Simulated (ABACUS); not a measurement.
# Ti (Im-3m) in ABACUS: a series of runs

One crystal, Ti, is run at these levels: PBE, PBEsol, HCTH407; tasks: relaxation of cell and atoms, single point.

Everything below comes from runs of ABACUS 3.10.1. Logs are shortened: lines on timing, memory, paths and dates and some standing lists are left out, and cuts for length are marked.

## Step 1: Starting point

It takes space group Im-3m (No. 229, cubic). Conventional cell: a = 3.282 Å, b = 3.282 Å, c = 3.282 Å, α = 90.00°, β = 90.00°, γ = 90.00°. Ti (site symmetry m-3m) has 8 Ti at 2.84 Å as nearest neighbours.

This isn't the form of Ti at room conditions, which is hcp.

## Step 2: Relaxation of cell and atoms, PBE

File run_abacus.py:

```python
"""Relaxation by an ASE optimiser with ABACUS as a small file-based calculator."""
import re
import subprocess
import numpy as np
from ase.calculators.calculator import Calculator, all_changes
from ase.filters import FrechetCellFilter
from ase.io import read
from ase.optimize import BFGSLineSearch
from ase.stress import full_3x3_to_voigt_6_stress
from ase.units import Bohr, GPa

atoms = read("POSCAR")
atoms = atoms[(-atoms.numbers).argsort(kind="stable")]  # ABACUS lists atoms element by element
pseudo = {'Ti': 'Ti.upf'}
orbital = {'Ti': 'Ti_confined-atom_7au_4s3p3d1f.orb'}
magmoms = None
kmesh = [10, 10, 10]
params = {
    'suffix': 'Ti',
    'calculation': 'scf',
    'basis_type': 'lcao',
    'pseudo_dir': './',
    'orbital_dir': './',
    'symmetry': 1,
    'dft_functional': 'pbe',
    'ecutwfc': 100,
    'pseudo_rcut': 10,
    'nspin': 1,
    'nbands': 10,
    'ks_solver': 'genelpa',
    'smearing_method': 'fd',
    'smearing_sigma': 0.00367493,
    'scf_thr': 1e-07,
    'scf_nmax': 100,
    'mixing_type': 'broyden',
    'mixing_beta': 0.7,
    'cal_force': 1,
    'cal_stress': 1,
    'out_mul': 1,
}

def write_input(atoms):
    symbols = atoms.get_chemical_symbols()
    elements = list(dict.fromkeys(symbols))
    lines = ["ATOMIC_SPECIES"] + [f"{e} {atoms.get_masses()[symbols.index(e)]:.4f} {pseudo[e]}" for e in elements]
    if orbital:
        lines += ["", "NUMERICAL_ORBITAL"] + [orbital[e] for e in elements]
    lines += ["", "LATTICE_CONSTANT", f"{1 / Bohr:.10f}", "", "LATTICE_VECTORS"]
    lines += [" ".join(f"{x:.10f}" for x in v) for v in atoms.cell]
    lines += ["", "ATOMIC_POSITIONS", "Direct"]
    for e in elements:
        lines += ["", e, "0.0", str(symbols.count(e))]
        for i, p in enumerate(atoms.get_scaled_positions(wrap=False)):
            if symbols[i] == e:
                mag = "" if magmoms is None else " mag " + " ".join(str(x) for x in (magmoms[i] if isinstance(magmoms[i], list) else [magmoms[i]]))
                lines.append(" ".join(f"{x:.10f}" for x in p) + " 1 1 1" + mag)
    open("STRU", "w").write("\n".join(lines) + "\n")
    open("KPT", "w").write("K_POINTS\n0\nGamma\n%d %d %d 0 0 0\n" % tuple(kmesh))
    open("INPUT", "w").write("INPUT_PARAMETERS\n" + "".join(f"{k:<20s}{v}\n" for k, v in params.items()))

class Abacus(Calculator):
    implemented_properties = ["energy", "free_energy", "forces", "stress"]

    def calculate(self, atoms=None, properties=("energy",), system_changes=all_changes):
        super().calculate(atoms, properties, system_changes)
        write_input(self.atoms)
        subprocess.run(['mpirun', '-np', '4', 'abacus'], check=True)
        log = open("OUT.Ti/running_scf.log").read()
        if "charge density convergence is achieved" not in log:
            raise RuntimeError("SCF not converged")
        rows = lambda title, n: np.array([l.split()[-3:] for l in log.split(title)[-1].split("\n")[2:2 + n]], float)
        energy = float(re.findall(r"FINAL_ETOT_IS (\S+)", log)[-1])
        stress = -rows("TOTAL-STRESS", 3) / 10 * GPa  # ABACUS prints kbar, compression positive
        self.results = dict(energy=energy, free_energy=energy, forces=rows("TOTAL-FORCE", len(self.atoms)), stress=full_3x3_to_voigt_6_stress(stress))

atoms.calc = Abacus()
opt = BFGSLineSearch(FrechetCellFilter(atoms), logfile="opt.log", trajectory="relax.traj")
print("optimiser converged:", opt.run(fmax=0.01, steps=60))
```

File POSCAR:

```
Ti
1.0
   -1.6410000000      1.6410000000      1.6410000000
    1.6410000000     -1.6410000000      1.6410000000
    1.6410000000      1.6410000000     -1.6410000000
Ti
1
Direct
    0.0000000000      0.0000000000      0.0000000000
```

Potentials or basis: PseudoDojo NC SR 0.5 PBE standard, TZDP LCAO (the cutoffs set its grid).

Started as:

```
> OMP_NUM_THREADS=1 python run_abacus.py > log
```

running log:

```text
ABACUS v3.10.1

               Atomic-orbital Based Ab-initio Computation at UStc

 ------------------------------------------------------------------------------------

 READING GENERAL INFORMATION
                           global_out_dir = OUT.Ti/
                           global_in_card = INPUT
                               pseudo_dir = ./
                              orbital_dir = ./
                                    DSIZE = 4
                                    GSIZE = 1

 READING UNITCELL INFORMATION
                                    ntype = 1
                  lattice constant (Bohr) = 1.88973
              lattice constant (Angstrom) = 1

 READING ATOM TYPE 1
                               atom label = Ti
                      L=0, number of zeta = 4
                      L=1, number of zeta = 3
                      L=2, number of zeta = 3
                      L=3, number of zeta = 1
             number of atom for this type = 1

                        TOTAL ATOM NUMBER = 1
DIRECT COORDINATES
    atom                   x                   y                   z     mag                  vx                  vy                  vz
taud_Ti1            0.0000000000        0.0000000000        0.0000000000  0.0000        0.0000000000        0.0000000000        0.0000000000

                          Volume (Bohr^3) = 116.843
                             Volume (A^3) = 17.3144

 Lattice vectors: (Cartesian coordinate: in unit of a_0)
             -1.62973            +1.62973            +1.62973
             +1.62973            -1.62973            +1.62973
             +1.62973            +1.62973            -1.62973
 Reciprocal vectors: (Cartesian coordinate: in unit of 2 pi/a_0)
                   +0           +0.306799           +0.306799
            +0.306799                  +0           +0.306799
            +0.306799           +0.306799                  +0
 The esolver type has been set to : ksdft_lcao

                PAO radial cut off (Bohr) = 10

 Read in pseudopotential file is Ti.upf
                     pseudopotential type = NC
          exchange-correlation functional = PBE
                 nonlocal core correction = 1
                        valence electrons = 12
                                     lmax = 2
                           number of zeta = 4
                     number of projectors = 6
                           L of projector = 0
                           L of projector = 0
                           L of projector = 1
                           L of projector = 1
[... 169 lines left out ...]
         searching radius unit is (Bohr)) = 1.89
                         PeriodicBoundary = 1
                        Radius(unit:lat0) = 9.21
                                   glayer = [ 5, 5, 5 ]
                             glayer_minus = [ 4, 4, 4 ]

Find the coordinate range of the input atom(unit:lat0).
                                  min_tau = [ -19.6, -19.6, -19.6 ]
                                  max_tau = [ 19.6, 19.6, 19.6 ]
                                BoxNumber = [ 9, 9, 9 ]

 SETUP EXTENDED REAL SPACE GRID FOR GRID INTEGRATION
                          real space grid = [ 36, 36, 36 ]
                 big cell numbers in grid = [ 12, 12, 12 ]
             meshcell numbers in big cell = [ 3, 3, 3 ]
                        extended fft grid = [ 20, 20, 20 ]
                dimension of extened grid = [ 53, 53, 53 ]
                            UnitCellTotal = 125
              Atom number in sub-FFT-grid = 1
    Local orbitals number in sub-FFT-grid = 35
                                ParaV.nnr = 36612
                                 init_chg = atomic

 LCAO ALGORITHM --------------- ION=   1  ELEC=   1--------------------------------

 Density error is 0.0488104845713
----------------------------------------------------------
     Energy           Rydberg                 eV
----------------------------------------------------------
 E_KohnSham     -118.6893850187      -1614.8519283703
 E_Harris       -120.2156370369      -1635.6176524014
 E_Fermi        1.0030161609         13.6467349746
----------------------------------------------------------
[... 69 lines left out ...]
 Density error is 2.49595572175e-08
----------------------------------------------------------
     Energy           Rydberg                 eV
----------------------------------------------------------
 E_KohnSham     -118.7019271116      -1615.0225722991
 E_KS(sigma->0) -118.7012942795      -1615.0139621764
 E_Harris       -118.7019265036      -1615.0225640262
 E_band         -11.4627816054       -155.9591447631
 E_one_elec     -40.3557486380       -549.0681285325
 E_Hartree      24.1932626067        329.1662246615
 E_xc           -17.4581275457       -237.5300110323
 E_Ewald        -85.0800478704       -1157.5734371504
 E_entropy(-TS) -0.0012656642        -0.0172202453
 E_descf        0.0000000000         0.0000000000
 E_exx          0.0000000000         0.0000000000
 E_Fermi        0.9702839181         13.2013899634
----------------------------------------------------------

 charge density convergence is achieved
 final etot is -1615.0225723 eV
 EFERMI = 13.201389963 eV

 STATE ENERGY(eV) AND OCCUPATIONS    NSPIN == 1
 1/47 kpoint (Cartesian) = 0.0000 0.0000 0.0000 (480 pws)
       1       -43.3061     0.00200000
       2       -19.1745     0.00200000
       3       -19.1745     0.00200000
       4       -19.1745     0.00200000
       5        7.28208     0.00200000
       6        14.1983    4.38928e-12
       7        14.1983    4.38928e-12
       8        14.1983    4.38928e-12
       9        15.9735    1.67040e-27
      10        15.9735    1.67040e-27
[... 49 lines left out ...]
 6/47 kpoint (Cartesian) = 0.15340 0.15340 0.30680 (477 pws)
       1       -43.1721      0.0120000
       2       -19.8550      0.0120000
       3       -19.3889      0.0120000
       4       -19.1790      0.0120000
       5        10.7492      0.0120000
       6        12.8047      0.0119957
       7        14.3420    1.48473e-12
       8        15.9565    1.40855e-26
       9        16.3127    1.13482e-29
      10        17.4983    5.71191e-40

[... levels at 41 further k points ...]

 correction force for each atom along direction 1 is 6.52231e-14
 correction force for each atom along direction 2 is -3.09877e-14
 correction force for each atom along direction 3 is -6.00775e-14
------------------------------------------------------------------------------------------
 TOTAL-FORCE (eV/Angstrom)
------------------------------------------------------------------------------------------
                       Ti1         0.0000000000         0.0000000000         0.0000000000
------------------------------------------------------------------------------------------

----------------------------------------------------------------
 TOTAL-STRESS (KBAR)
----------------------------------------------------------------
        -0.2155351060         0.0000000000         0.0000000000
         0.0000000000        -0.2155351060         0.0000000000
        -0.0000000000         0.0000000000        -0.2155351060
----------------------------------------------------------------
 TOTAL-PRESSURE: -0.215535 KBAR

 --------------------------------------------
 !FINAL_ETOT_IS -1615.0225722991108341 eV
 --------------------------------------------
```

It took 12 s on 4 MPI ranks of AMD EPYC 9R14 (Zen 4), shared host; peak memory 0.4 GiB.

Results:

```
Free energy                            : -1615.0226 eV
Relaxed volume                         : 17.31 Å³/atom
Relaxed cell                           : a = 2.823 Å, b = 2.823 Å, c = 2.823 Å, α = 109.47°, β = 109.47°, γ = 109.47°
Space group after relaxing (to 0.05 Å) : Im-3m (No. 229)
Energy gained by relaxing              : 2.4 meV/atom
Ionic steps                            : 2
Pressure after relaxing                : 0.0 GPa
Band gap on the k mesh                 : none (metal or under the smearing width)
```

The path:
```
step  energy change (eV)  largest force (eV/Å)  pressure (GPa)  volume (Å³)
   1              0.0000                0.0000           -2.11        17.68
   2             -0.0024                0.0000           -0.02        17.31
```

Final structure:
```cif
data_structure
_symmetry_space_group_name_H-M 'P 1'
_symmetry_Int_Tables_number 1
_cell_length_a 2.8228
_cell_length_b 2.8228
_cell_length_c 2.8228
_cell_angle_alpha 109.471
_cell_angle_beta 109.471
_cell_angle_gamma 109.471
_cell_volume 17.31
loop_
_atom_site_label
_atom_site_type_symbol
_atom_site_fract_x
_atom_site_fract_y
_atom_site_fract_z
_atom_site_occupancy
Ti1 Ti 0.00000 0.00000 0.00000 1
```

Levels at points of the mesh, in eV from the Fermi level:
```
           k point  band 3  band 4  band 5  band 6  band 7  band 8  band 9  band 10
(0.00, 0.00, 0.00)  -32.38  -32.38   -5.92    1.00    1.00    1.00    2.77     2.77
(0.50, 0.50, 0.00)  -32.59  -32.38   -2.45   -0.40    1.14    2.76    3.11     4.30
(0.50, 0.50, 0.50)  -32.84  -32.84   -2.12   -2.12    3.94    3.94    3.94     8.40
```

Caveat: the atomic orbitals were generated for these runs and aren't a published set; the basis of atomic orbitals isn't converged, which shifts pressures, moduli and gaps.

## Step 3: Single point, PBEsol

File run_abacus.py:

```python
"""ABACUS run from a structure file: ASE reads it, the script writes STRU, KPT and INPUT."""
import re
import subprocess
from ase.io import read
from ase.units import Bohr

atoms = read("POSCAR")
atoms = atoms[(-atoms.numbers).argsort(kind="stable")]  # ABACUS lists atoms element by element
pseudo = {'Ti': 'ti_pbe_v1.4.uspp.F.UPF'}
orbital = {}
magmoms = None
kmesh = [9, 9, 9]
params = {
    'suffix': 'Ti',
    'calculation': 'scf',
    'basis_type': 'pw',
    'pseudo_dir': './',
    'symmetry': 1,
    'dft_functional': 'pbesol',
    'ecutwfc': 55,
    'pseudo_rcut': 10,
    'nspin': 1,
    'nbands': 16,
    'ks_solver': 'dav',
    'smearing_method': 'fd',
    'smearing_sigma': 0.00367493,
    'scf_thr': 1e-08,
    'scf_nmax': 100,
    'mixing_type': 'broyden',
    'mixing_beta': 0.7,
    'cal_force': 1,
    'cal_stress': 1,
    'ecutrho': 440,
    'out_chg': 1,
    'kpar': 4,
}

symbols = atoms.get_chemical_symbols()
elements = list(dict.fromkeys(symbols))
lines = ["ATOMIC_SPECIES"] + [f"{e} {atoms.get_masses()[symbols.index(e)]:.4f} {pseudo[e]}" for e in elements]
if orbital:
    lines += ["", "NUMERICAL_ORBITAL"] + [orbital[e] for e in elements]
lines += ["", "LATTICE_CONSTANT", f"{1 / Bohr:.10f}", "", "LATTICE_VECTORS"]
lines += [" ".join(f"{x:.10f}" for x in v) for v in atoms.cell]
lines += ["", "ATOMIC_POSITIONS", "Direct"]
for e in elements:
    lines += ["", e, "0.0", str(symbols.count(e))]
    for i, p in enumerate(atoms.get_scaled_positions(wrap=False)):
        if symbols[i] == e:
            mag = "" if magmoms is None else " mag " + " ".join(str(x) for x in (magmoms[i] if isinstance(magmoms[i], list) else [magmoms[i]]))
            lines.append(" ".join(f"{x:.10f}" for x in p) + " 1 1 1" + mag)
open("STRU", "w").write("\n".join(lines) + "\n")
open("KPT", "w").write("K_POINTS\n0\nGamma\n%d %d %d 0 0 0\n" % tuple(kmesh))
open("INPUT", "w").write("INPUT_PARAMETERS\n" + "".join(f"{k:<20s}{v}\n" for k, v in params.items()))

done = subprocess.run(['mpirun', '-np', '4', 'abacus'])
if done.returncode:
    raise SystemExit(done.returncode)
log = open("OUT.Ti/running_scf.log").read()
print("final energy (eV):", re.findall(r"FINAL_ETOT_IS (\S+)", log))
```

POSCAR is that of step 2.

Potentials or basis: SSSP 1.3 efficiency PBE, plane waves.

Started as:

```
> OMP_NUM_THREADS=1 python run_abacus.py > log
```

Wall time 5.7 s (4 MPI ranks of Intel Xeon Platinum 8488C (Sapphire Rapids), shared host); peak memory 0.48 GiB.

Results (log left out):

- Free energy: -1619.8086 eV
- Pressure: -6.5 GPa
- Band gap on the k mesh: none (metal or under the smearing width)

Levels at points of the mesh, in eV from the Fermi level:
| k point | band 4 | band 5 | band 6 | band 7 | band 8 | band 9 |
| --- | --- | --- | --- | --- | --- | --- |
| (0.00, 0.00, 0.00) | -32.33 | -5.95 | 0.96 | 0.96 | 0.96 | 2.71 |

Caveat: the potentials were made for another functional, which shifts forces and pressure.

## Step 4: Relaxation of cell and atoms, PBEsol

File INPUT:

```
INPUT_PARAMETERS
suffix              Ti
calculation         cell-relax
basis_type          pw
pseudo_dir          ./
symmetry            1
dft_functional      pbesol
ecutwfc             55
pseudo_rcut         10
nspin               1
nbands              10
ks_solver           dav
smearing_method     fd
smearing_sigma      0.00367493
scf_thr             1e-08
scf_nmax            100
mixing_type         broyden
mixing_beta         0.7
cal_force           1
cal_stress          1
ecutrho             440
relax_nmax          60
force_thr_ev        0.02
relax_method        cg
out_stru            1
stress_thr          0.2
kpar                4
```

File STRU:

```
ATOMIC_SPECIES
Ti 47.8670 ti_pbe_v1.4.uspp.F.UPF

LATTICE_CONSTANT
1.8897261246

LATTICE_VECTORS
-1.6410000000 1.6410000000 1.6410000000
1.6410000000 -1.6410000000 1.6410000000
1.6410000000 1.6410000000 -1.6410000000

ATOMIC_POSITIONS
Direct

Ti
0.0
1
0.0000000000 0.0000000000 0.0000000000 1 1 1
```

File KPT:

```
K_POINTS
0
Gamma
9 9 9 0 0 0
```

Started as:

```
> OMP_NUM_THREADS=1 mpirun -np 4 abacus > log
```

It took 17 s on 4 MPI ranks of Intel Xeon Platinum 8488C (Sapphire Rapids), shared host; peak memory 0.48 GiB.

It converged, with:

| Item | Value |
| --- | --- |
| Free energy | -1619.8323 eV |
| Relaxed volume | 16.58 Å³/atom |
| Relaxed cell | a = 2.782 Å, b = 2.782 Å, c = 2.782 Å, α = 109.47°, β = 109.47°, γ = 109.47° |
| Space group after relaxing (to 0.05 Å) | Im-3m (No. 229) |
| Energy gained by relaxing | 23.7 meV/atom |
| Ionic steps | 4 |
| Pressure after relaxing | 0.0 GPa |
| Band gap on the k mesh | none (metal or under the smearing width) |

The path:
| step | energy change (eV) | largest force (eV/Å) | pressure (GPa) | volume (Å³) |
| --- | --- | --- | --- | --- |
| 1 | 0.0000 | 0.0000 | -6.57 | 17.68 |
| 2 | -0.0110 | 0.0000 | 5.58 | 15.82 |
| 3 | -0.0237 | 0.0000 | -0.03 | 16.58 |
| 4 | -0.0237 | 0.0000 | 0.02 | 16.58 |

Final structure:
```cif
data_structure
_symmetry_space_group_name_H-M 'P 1'
_symmetry_Int_Tables_number 1
_cell_length_a 2.7821
_cell_length_b 2.7821
_cell_length_c 2.7821
_cell_angle_alpha 109.471
_cell_angle_beta 109.471
_cell_angle_gamma 109.471
_cell_volume 16.58
loop_
_atom_site_label
_atom_site_type_symbol
_atom_site_fract_x
_atom_site_fract_y
_atom_site_fract_z
_atom_site_occupancy
Ti1 Ti 0.00000 0.00000 0.00000 1
```

Levels at points of the mesh, in eV from the Fermi level:
```tsv
k point	band 4	band 5	band 6	band 7	band 8	band 9
(0.00, 0.00, 0.00)	-32.12	-6.07	1.03	1.03	1.03	2.92
```

Caveat: the potentials were made for another functional, which shifts forces and pressure.

## Step 5: Single point, HCTH407

File INPUT:

```
INPUT_PARAMETERS
suffix              Ti
calculation         scf
basis_type          pw
pseudo_dir          ./
symmetry            1
dft_functional      GGA_XC_HCTH_407
ecutwfc             40
pseudo_rcut         10
nspin               1
nbands              16
ks_solver           dav
smearing_method     fd
smearing_sigma      0.00367493
scf_thr             1e-08
scf_nmax            100
mixing_type         broyden
mixing_beta         0.7
cal_force           1
cal_stress          1
ecutrho             320
out_chg             1
kpar                4
```

STRU is that of step 4.

KPT is that of step 4.

Potentials or basis: GBRV ultrasoft 1.5 PBE, plane waves.

Started as:

```
> OMP_NUM_THREADS=1 mpirun -np 4 abacus > log
```

Wall time 3.9 s (4 MPI ranks of Intel Xeon Platinum 8488C (Sapphire Rapids), shared host); peak memory 0.36 GiB.

It converged, with:

```yaml
Free_energy: -1630.2560 eV
Pressure: -3.1 GPa
Band_gap_on_the_k_mesh: none (metal or under the smearing width)
```

Levels at points of the mesh, in eV from the Fermi level:
```tsv
k point	band 3	band 4	band 5	band 6	band 7	band 8	band 9	band 10
(0.00, 0.00, 0.00)	-32.77	-32.77	-5.90	0.97	0.97	0.97	2.63	2.63
```

Caveat: the potentials were made for another functional, which shifts forces and pressure.

## Step 6: Summary

```csv
task,level,potentials or basis,cell,k mesh,cutoff (eV),orbital files,optimiser,force threshold,max steps,cell moves,gap on the mesh (eV),pressure (GPa),relaxed volume (Å³/atom)
relaxation of cell and atoms,PBE,"PseudoDojo NC SR 0.5 PBE standard, TZDP LCAO (the cutoffs set its grid)",relaxed,10 × 10 × 10,1361,Ti Ti_confined-atom_7au_4s3p3d1f.orb,ASE BFGSLineSearch,0.01 eV/Å,60,yes,none,0.0,17.31
single point,PBEsol,"SSSP 1.3 efficiency PBE, plane waves",as given,9 × 9 × 9,748,-,-,-,-,-,none,-6.5,-
relaxation of cell and atoms,PBEsol,"SSSP 1.3 efficiency PBE, plane waves",relaxed,9 × 9 × 9,748,-,cg,0.02 eV/Å,-,-,none,0.0,16.58
single point,HCTH407,"GBRV ultrasoft 1.5 PBE, plane waves",as given,9 × 9 × 9,544,-,-,-,-,-,none,-3.1,-
```

Alike in all rows: no spin polarisation; smearing fermi-dirac 0.05 eV.

Caveats: the potentials were made for another functional, which shifts forces and pressure (some runs); the atomic orbitals were generated for these runs and aren't a published set (some runs); the basis of atomic orbitals isn't converged, which shifts pressures, moduli and gaps (some runs).

Total energies depend on the potentials used, so only differences within one code and one set of settings carry meaning.
